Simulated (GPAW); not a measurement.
A run of GPAW 26.7.0:

The input run.py:

```python
from ase.dft.bandgap import bandgap
from ase.io import read, write
from ase.units import GPa
from gpaw import GPAW, PW

atoms = read('Ta.xyz')

calc = GPAW(mode=PW(600),
            xc='PBE',
            kpts={'size': (11, 11, 11), 'gamma': True},
            occupations={'name': 'methfessel-paxton', 'order': 0, 'width': 0.014},
            nbands=15,
            convergence={'density': 1e-05, 'energy': 1e-05},
            maxiter=150,
            txt='gpaw.txt')
atoms.calc = calc
energy = atoms.get_potential_energy()
forces = atoms.get_forces()
stress = atoms.get_stress()
calc.write('gs.gpw')
write('result.traj', atoms)
print(f'Energy: {energy:.6f} eV')
print('Forces (eV/A):')
print(forces.round(4))
print('Stress (GPa):', (stress / GPa).round(3))
print('Fermi level:', round(calc.get_fermi_level(), 4), 'eV')
print(f'Gap: {bandgap(calc)[0]:.4f} eV, direct: {bandgap(calc, direct=True)[0]:.4f} eV')
```

File Ta.xyz:

```xyz
1
Lattice="-1.6512800000 1.6512800000 1.6512800000 1.6512800000 -1.6512800000 1.6512800000 1.6512800000 1.6512800000 -1.6512800000" Properties=species:S:1:pos:R:3 pbc="T T T"
Ta     0.0000000000      0.0000000000      0.0000000000
```

Potentials or basis: GPAW PAW data sets (gpaw-data 1.2.1), pw.

The run is started by

```console
$ OMP_NUM_THREADS=1 python run.py
```

Hardware: 1 thread of Arm Neoverse V1, with other jobs on the host.

**Question.** How long does it take, and how much memory?

**Answer.** Wall time 13 s on 1 thread of Arm Neoverse V1 (shared host), peak memory 0.14 GiB. Counts: scf iterations 8, plane waves 615, bands 15, k points 56.
